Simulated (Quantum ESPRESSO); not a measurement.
# Mo in Quantum ESPRESSO: work function with PBE

Aim: the work function of Mo with PBE.

Everything below comes from runs of Quantum ESPRESSO 7.5. Logs are shortened: lines on timing, memory, paths and dates and some standing lists are left out, and cuts for length are marked.

## Step 1: The structure

The cell holds a slab with vacuum, 8 atoms: a = 2.850 Å, b = 4.030 Å, c = 24.974 Å, α = 90.00°, β = 90.00°, γ = 90.00°.

The slab is cut from a database's or a generator's crystal, which needn't be the stable form of the element.

## Step 2: Work function, PBE

The input, pw.in:

```
&CONTROL
  calculation = 'scf'
  prefix = 'pwscf'
  outdir = './tmp'
  pseudo_dir = './pseudo'
  tprnfor = .true.
  disk_io = 'low'
/
&SYSTEM
  ibrav = 0
  celldm(1) = 8
  nat = 8
  ntyp = 1
  ecutwfc = 80
  nbnd = 72
  occupations = 'smearing'
  smearing = 'fd'
  degauss = 0.00367493
/
&ELECTRONS
  conv_thr = 8d-09
  electron_maxstep = 150
  mixing_beta = 0.3
  mixing_mode = 'local-TF'
/
ATOMIC_SPECIES
Mo    95.9500 Mo.upf
CELL_PARAMETERS alat
  0.6731299717440   0.0000000000000   0.0000000000000
  0.0000000000000   0.9519495352802   0.0000000000000
  0.0000000000000   0.0000000000000   5.8991913847774
ATOMIC_POSITIONS crystal
Mo     0.5000000000    0.5000000000    0.3003154375
Mo     0.0000000000    0.0000000000    0.3573681697
Mo     0.5000000000    0.5000000000    0.4144209018
Mo     0.0000000000    0.0000000000    0.4714736339
Mo     0.5000000000    0.5000000000    0.5285263661
Mo     0.0000000000    0.0000000000    0.5855790982
Mo     0.5000000000    0.5000000000    0.6426318303
Mo     0.0000000000    0.0000000000    0.6996845625
K_POINTS automatic
9 7 1 0 0 0
```

The input, pp_density.in:

```
&INPUTPP
  prefix = 'pwscf'
  outdir = './tmp'
  filplot = 'density.dat'
  plot_num = 0
/
&PLOT
  nfile = 1
  filepp(1) = 'density.dat'
  iflag = 3
  output_format = 6
  fileout = 'density.cube'
/
```

The input, pp_potential.in:

```
&INPUTPP
  prefix = 'pwscf'
  outdir = './tmp'
  filplot = 'potential.dat'
  plot_num = 11
/
&PLOT
  nfile = 1
  filepp(1) = 'potential.dat'
  iflag = 3
  output_format = 6
  fileout = 'potential.cube'
/
```

The input, pp_elf.in:

```
&INPUTPP
  prefix = 'pwscf'
  outdir = './tmp'
  filplot = 'elf.dat'
  plot_num = 8
/
&PLOT
  nfile = 1
  filepp(1) = 'elf.dat'
  iflag = 3
  output_format = 6
  fileout = 'elf.cube'
/
```

Potentials or basis: PseudoDojo 0.4.1 SR PBE standard.

The run is started by

```sh
$ OMP_NUM_THREADS=1 mpirun -n 2 pw.x -nk 2 -in pw.in > pw.out
$ OMP_NUM_THREADS=1 mpirun -n 1 pp.x -in pp_density.in > pp_density.out
$ OMP_NUM_THREADS=1 mpirun -n 1 pp.x -in pp_potential.in > pp_potential.out
$ OMP_NUM_THREADS=1 mpirun -n 1 pp.x -in pp_elf.in > pp_elf.out
```

pw.out:

```text
This program is part of the open-source Quantum ESPRESSO suite
     for quantum simulation of materials; please cite
[... 6 lines left out ...]
     using ibrav=0 with symmetry is DISCOURAGED, use correct ibrav instead

     K-points division:     npool     =       2
     Subspace diagonalization in iterative solution of the eigenvalue problem:
     a serial algorithm will be used

     G-vector sticks info
     --------------------
     sticks:   dense  smooth     PW     G-vecs:    dense   smooth      PW
     Sum        1045    1045    303               187237   187237   28633

     Using Slab Decomposition

     bravais-lattice index     =            0
     lattice parameter (alat)  =       8.0000  a.u.
     unit-cell volume          =    1935.4203 (a.u.)^3
     number of atoms/cell      =            8
     number of atomic types    =            1
     number of electrons       =       112.00
     number of Kohn-Sham states=           72
     kinetic-energy cutoff     =      80.0000  Ry
     charge density cutoff     =     320.0000  Ry
     scf convergence threshold =      8.0E-09
     mixing beta               =       0.3000
     number of iterations used =            8  local-TF  mixing
     Exchange-correlation= PBE
                           (   1   4   3   4   0   0   0)

     celldm(1)=   8.000000  celldm(2)=   0.000000  celldm(3)=   0.000000
     celldm(4)=   0.000000  celldm(5)=   0.000000  celldm(6)=   0.000000

     crystal axes: (cart. coord. in units of alat)
               a(1) = (   0.673130   0.000000   0.000000 )
               a(2) = (   0.000000   0.951950   0.000000 )
               a(3) = (   0.000000   0.000000   5.899191 )

     reciprocal axes: (cart. coord. in units 2 pi/alat)
               b(1) = (  1.485597  0.000000  0.000000 )
               b(2) = (  0.000000  1.050476  0.000000 )
               b(3) = (  0.000000  0.000000  0.169515 )

     PseudoPot. # 1 for Mo read from file:
     Mo.upf
     Pseudo is Norm-conserving + core correction, Zval = 14.0
     Generated using ONCVPSP code by D. R. Hamann
     Using radial grid of 1640 points,  6 beta functions with:
                l(1) =   0
                l(2) =   0
                l(3) =   1
                l(4) =   1
                l(5) =   2
                l(6) =   2

     atomic species   valence    mass     pseudopotential
     Mo               14.00    95.95000     Mo( 1.00)

      8 Sym. Ops., with inversion, found ( 4 have fractional translation)

   Cartesian axes

     site n.     atom                  positions (alat units)
         1        Mo     tau(   1) = (   0.3365650   0.4759748   1.7716182  )
         2        Mo     tau(   2) = (   0.0000000   0.0000000   2.1081832  )
         3        Mo     tau(   3) = (   0.3365650   0.4759748   2.4447482  )
         4        Mo     tau(   4) = (   0.0000000   0.0000000   2.7813132  )
         5        Mo     tau(   5) = (   0.3365650   0.4759748   3.1178782  )
         6        Mo     tau(   6) = (   0.0000000   0.0000000   3.4544432  )
         7        Mo     tau(   7) = (   0.3365650   0.4759748   3.7910082  )
         8        Mo     tau(   8) = (   0.0000000   0.0000000   4.1275731  )

     number of k points=    20  Fermi-Dirac smearing, width (Ry)=  0.0037
                       cart. coord. in units 2pi/alat
        k(    1) = (   0.0000000   0.0000000   0.0000000), wk =   0.0317460
        k(    2) = (   0.0000000   0.1500680   0.0000000), wk =   0.0634921
        k(    3) = (   0.0000000   0.3001360   0.0000000), wk =   0.0634921
        k(    4) = (   0.0000000   0.4502039   0.0000000), wk =   0.0634921
        k(    5) = (   0.1650664   0.0000000   0.0000000), wk =   0.0634921
        k(    6) = (   0.1650664   0.1500680   0.0000000), wk =   0.1269841
[... 12 lines left out ...]
        k(   19) = (   0.6602654   0.3001360   0.0000000), wk =   0.1269841
        k(   20) = (   0.6602654   0.4502039   0.0000000), wk =   0.1269841

     Dense  grid:   187237 G-vectors     FFT dimensions: (  32,  48, 270)

     Initial potential from superposition of free atoms

     starting charge     111.9885, renormalised to     112.0000

     negative rho (up, down):  5.290E-05 0.000E+00
     Starting wfcs are   80 randomized atomic wfcs

     Self-consistent Calculation

     iteration #  1     ecut=    80.00 Ry     beta= 0.30
     Davidson diagonalization with overlap
     ethr =  1.00E-02,  avg # of iterations =  3.0

     total energy              =   -1124.08912588 Ry
     estimated scf accuracy    <       8.59348704 Ry

     iteration #  2     ecut=    80.00 Ry     beta= 0.30
     Davidson diagonalization with overlap
     ethr =  7.67E-03,  avg # of iterations =  1.0

     total energy              =   -1123.92529431 Ry
     estimated scf accuracy    <       2.42207665 Ry

     iteration #  3     ecut=    80.00 Ry     beta= 0.30
     Davidson diagonalization with overlap
     ethr =  2.16E-03,  avg # of iterations =  1.1

     total energy              =   -1123.88114486 Ry
     estimated scf accuracy    <       0.35454231 Ry

     iteration #  4     ecut=    80.00 Ry     beta= 0.30
     Davidson diagonalization with overlap
     ethr =  3.17E-04,  avg # of iterations =  2.6

     total energy              =   -1123.91377047 Ry
     estimated scf accuracy    <       1.83237012 Ry

     iteration #  5     ecut=    80.00 Ry     beta= 0.30
     Davidson diagonalization with overlap
     ethr =  3.17E-04,  avg # of iterations =  1.1
[... 106 lines left out ...]
     iteration # 18     ecut=    80.00 Ry     beta= 0.30
     Davidson diagonalization with overlap
     ethr =  1.27E-09,  avg # of iterations =  3.8

     negative rho (up, down):  1.567E-05 0.000E+00

     total energy              =   -1123.91177280 Ry
     estimated scf accuracy    <       0.00000024 Ry

     iteration # 19     ecut=    80.00 Ry     beta= 0.30
     Davidson diagonalization with overlap
     ethr =  2.18E-10,  avg # of iterations =  3.5

     negative rho (up, down):  6.539E-06 0.000E+00

     total energy              =   -1123.91177284 Ry
     estimated scf accuracy    <       0.00000003 Ry

     iteration # 20     ecut=    80.00 Ry     beta= 0.30
     Davidson diagonalization with overlap
     ethr =  2.74E-11,  avg # of iterations =  4.8

     End of self-consistent calculation

          k = 0.0000 0.0000 0.0000 ( 23393 PWs)   bands (ev):

   -53.7866 -53.7825 -53.6857 -53.6521 -53.5885 -53.5459 -53.4930 -53.4369
   -28.2281 -28.1623 -28.0375 -27.9833 -27.9809 -27.9496 -27.8258 -27.7925
   -27.7482 -27.6157 -27.5988 -27.5480 -27.5247 -27.4926 -27.4379 -27.4255
   -27.3737 -27.2865 -27.2808 -27.2212 -27.2124 -27.1767 -27.1403 -27.1124
     0.6811   1.5355   2.4611   2.6731   3.0373   3.1260   3.6895   3.8396
     3.8619   4.2814   4.6984   5.1259   5.2433   5.2505   5.7241   5.7709
     5.7892   6.2092   6.3218   6.4752   6.5188   6.5422   6.7497   6.8691
     7.3784   7.4356   7.5258   7.6904   7.7615   8.0893   8.0897   8.2645
     8.3267   8.7292   8.7574   8.9527   9.2046   9.3423   9.5865   9.9389

          k = 0.0000 0.1501 0.0000 ( 23421 PWs)   bands (ev):

   -53.7782 -53.7749 -53.6794 -53.6506 -53.5901 -53.5514 -53.4993 -53.4472
   -28.2057 -28.1759 -28.1154 -28.0661 -27.9908 -27.9657 -27.8111 -27.7294
   -27.6862 -27.5869 -27.5559 -27.5295 -27.5292 -27.5093 -27.4278 -27.3769
   -27.3703 -27.3300 -27.2894 -27.2322 -27.1922 -27.1905 -27.1728 -27.1314
     0.9360   1.7266   2.6148   2.6994   3.1483   3.2409   3.4825   3.7341
     3.8754   3.9818   4.7088   5.1681   5.6494   5.6505   5.8033   5.9389
     5.9419   6.2775   6.3753   6.5124   6.5890   6.6469   6.6740   6.7966
     7.0049   7.2676   7.4812   7.5678   7.7057   7.8626   8.0645   8.5379
     8.6129   8.7158   8.7926   8.9504   9.1939   9.3567   9.4778   9.6250

          k = 0.0000 0.3001 0.0000 ( 23420 PWs)   bands (ev):

   -53.7575 -53.7561 -53.6632 -53.6469 -53.5938 -53.5658 -53.5135 -53.4742
   -28.2526 -28.2050 -28.1855 -28.0850 -28.0517 -27.9474 -27.8525 -27.6878
   -27.5881 -27.5217 -27.4960 -27.4932 -27.4790 -27.4672 -27.4001 -27.3868
   -27.3613 -27.3444 -27.2977 -27.2637 -27.2330 -27.2237 -27.1988 -27.1821
     1.6390   2.2198   2.7112   2.9768   3.0471   3.3122   3.4980   3.5736
     3.6544   4.3501   5.0407   5.3936   5.5599   5.6180   5.8998   6.1349
     6.4960   6.5368   6.5706   6.6109   6.6127   6.7775   6.8535   6.8887
     6.9147   7.0360   7.1295   7.2863   7.8414   7.8560   8.0484   8.2674
     8.3308   8.5581   8.9027   8.9518   9.2321   9.3262   9.3281   9.7708
[... 183 lines left out ...]
   -53.6708 -53.6708 -53.5796 -53.5781 -53.5252 -53.5197 -53.4532 -53.4452
   -28.2360 -28.1944 -28.1890 -28.1695 -28.1028 -28.1023 -28.0896 -28.0803
   -27.8551 -27.8349 -27.7524 -27.6699 -27.6627 -27.6156 -27.6049 -27.5483
   -27.5268 -27.5237 -27.4821 -27.4335 -27.3963 -27.3525 -27.3329 -27.3238
     3.0414   3.1944   3.2098   3.3245   3.4369   3.5321   3.7840   3.8180
     4.1210   4.1922   4.5801   4.6033   4.9601   5.0993   5.9101   6.0335
     6.2320   6.2742   6.4300   6.4797   6.6856   6.8352   7.0576   7.1288
     7.3559   7.4398   7.8531   8.0764   8.2731   8.4114   8.5849   8.7736
     9.3669   9.3783  10.1970  10.2729  10.7154  10.7380  10.9230  10.9354

          k = 0.6603 0.4502 0.0000 ( 23413 PWs)   bands (ev):

   -53.6700 -53.6700 -53.5786 -53.5780 -53.5234 -53.5215 -53.4511 -53.4482
   -28.2911 -28.2719 -28.2254 -28.2157 -28.0921 -28.0828 -28.0053 -27.9870
   -27.9105 -27.8985 -27.8109 -27.7691 -27.6410 -27.6184 -27.6004 -27.5776
   -27.5000 -27.4937 -27.4301 -27.3986 -27.3452 -27.3446 -27.3125 -27.2864
     2.8501   2.9495   3.5789   3.6274   3.8208   3.8488   4.3319   4.3481
     4.5853   4.6401   4.8657   4.8732   5.3332   5.3537   5.7671   5.8022
     5.9710   5.9910   6.0464   6.2030   6.3573   6.4602   6.8992   7.0849
     7.1465   7.1502   8.0112   8.1025   8.3954   8.4173   8.6025   8.6503
     9.0200   9.1210   9.8778   9.9060  10.5109  10.5718  10.6874  10.8621

     the Fermi energy is     7.0313 ev

!    total energy              =   -1123.91177288 Ry
     estimated scf accuracy    <          4.6E-09 Ry
     smearing contrib. (-TS)   =      -0.00727603 Ry
     internal energy E=F+TS    =   -1123.90449684 Ry

     The total energy is F=E-TS. E is the sum of the following terms:
     one-electron contribution =   -9134.31191742 Ry
     hartree contribution      =    4580.57795690 Ry
     xc contribution           =    -164.22224565 Ry
     ewald contribution        =    3594.05170933 Ry

     convergence has been achieved in  20 iterations

     Forces acting on atoms (cartesian axes, Ry/au):

     atom    1 type  1   force =     0.00000000    0.00000000    0.06646997
     atom    2 type  1   force =     0.00000000    0.00000000   -0.03962461
     atom    3 type  1   force =     0.00000000    0.00000000   -0.01137443
     atom    4 type  1   force =     0.00000000    0.00000000   -0.00490179
     atom    5 type  1   force =     0.00000000    0.00000000    0.00490179
     atom    6 type  1   force =     0.00000000    0.00000000    0.01137443
     atom    7 type  1   force =     0.00000000    0.00000000    0.03962461
     atom    8 type  1   force =     0.00000000    0.00000000   -0.06646997

     Total force =     0.110831     Total SCF correction =     0.000176

=------------------------------------------------------------------------------=
   JOB DONE.
=------------------------------------------------------------------------------=
```

It took 11 min on 2 MPI ranks of Arm Neoverse V1, shared host; peak memory 1.3 GiB.

What came out:

```
Free energy                     : -15291.5987 eV
Largest force                   : 1.709 eV/Å
Band gap on the k mesh          : none (metal or under the smearing width)
Work function of the upper face : 3.92 eV
Work function of the lower face : 3.92 eV
```

Forces in eV/Å, atoms in the order of the input:
```
Mo   0.000  0.000  1.709
Mo   0.000  0.000 -1.019
Mo   0.000  0.000 -0.292
Mo   0.000  0.000 -0.126
Mo   0.000  0.000  0.126
Mo   0.000  0.000  0.292
Mo   0.000  0.000  1.019
Mo   0.000  0.000 -1.709
```

Levels at points of the mesh, in eV from the Fermi level:
```
           k point  band 52  band 53  band 54  band 55  band 56  band 57  band 58  band 59  band 60  band 61
(0.00, 0.00, 0.00)    -0.56    -0.51    -0.49    -0.28    -0.16     0.35     0.40     0.49     0.66     0.73
```
